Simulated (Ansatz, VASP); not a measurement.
CdS in VASP and in Ansatz

```
Cd S
1.0
     0.00000    2.91650    2.85817
     2.91650    0.00000    2.85817
     2.91650    2.91650    0.00000
Cd S
1 1
Direct
  0.00000 0.00000 0.00000
  0.25000 0.25000 0.25000
```

Change from the starting cell: z stretched by -2 %, ions relaxed.

Alike in both runs: functional PBE; k mesh 13 × 13 × 13; occupations fermi-dirac, width 0.02 eV; no spin polarisation.

Ansatz relaxed the structure, and its values are those at the end. VASP's run is a single point on that final structure, the one shown.

|  | VASP | Ansatz |
| --- | --- | --- |
| version | VASP 6.6.1 | Ansatz 0.2.0 |
| potentials or method | VASP PAW PBE potentials, release 64 (Cd, S) | plane-wave PAW, scalar-relativistic |
| plane-wave cutoff (eV) | 520 | 420 |
| valence electrons in the cell | 18 | 26 |

Ansatz gave:

```
gap on the k mesh at the Fermi level (eV) : 1.15
pressure (GPa)                            : 4.2
```

Problem. Which values does VASP return?

Solution. gap on the k mesh at the Fermi level (eV): 1.15; pressure (GPa): 4.6.

The two sets of potentials don't hold the same shells in valence. Ansatz warned: «gradients_without_spin_orbit».

Caveats: an odd mesh through Γ misses points on the zone boundary, where band edges often lie.
